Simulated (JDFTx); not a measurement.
The system is Ag.

```
Ag
1.0
     0.00000    2.04275    2.04275
     2.04275    0.00000    2.04275
     2.04275    2.04275    0.00000
Ag
1
Direct
  0.00000 0.00000 0.00000
```

```yaml
Program: JDFTx 1.7.0 (patched build)
Task: relaxation of cell and atoms
Functional: PBEsol
Potentials_or_basis: SG15-PBE-1.2 with smoothed tails
Cutoff: 1088 eV
Density_cutoff: 4354 eV
k_mesh: 6 × 6 × 6
Occupations: fermi-dirac, width 0.05 eV
Spin: no spin polarisation
```

At the start: pressure -2.2 GPa; volume 17.05 Å³/atom.

Question: How do energy, volume and symmetry change on relaxing?

Answer: Over 5 steps the energy falls by 2.3 meV/atom and the volume is 16.72 Å³/atom (-1.9 %); space group Fm-3m (No. 225, to 0.05 Å).

Step by step:
```csv
step,energy change (eV),largest force (eV/Å),pressure (GPa),volume (Å³)
1,0.0000,0.0000,-2.18,17.05
2,-0.0007,0.0000,-1.84,16.99
3,-0.0023,0.0000,0.05,16.72
4,-0.0023,0.0000,-0.02,16.72
5,-0.0023,0.0000,-0.01,16.72
```

Final structure:
```yaml
crystal:
  lattice:
    - [0.00000, 2.02969, 2.02969]
    - [2.02969, 0.00000, 2.02969]
    - [2.02969, 2.02969, 0.00000]
  atoms:
    - { symbol: Ag, position: [0.00000, 0.00000, 0.00000] }
```

Caveat: the k mesh is coarse (spacing up to 0.44 Å⁻¹), so the values aren't converged; the potentials were made for another functional, which shifts forces and pressure.
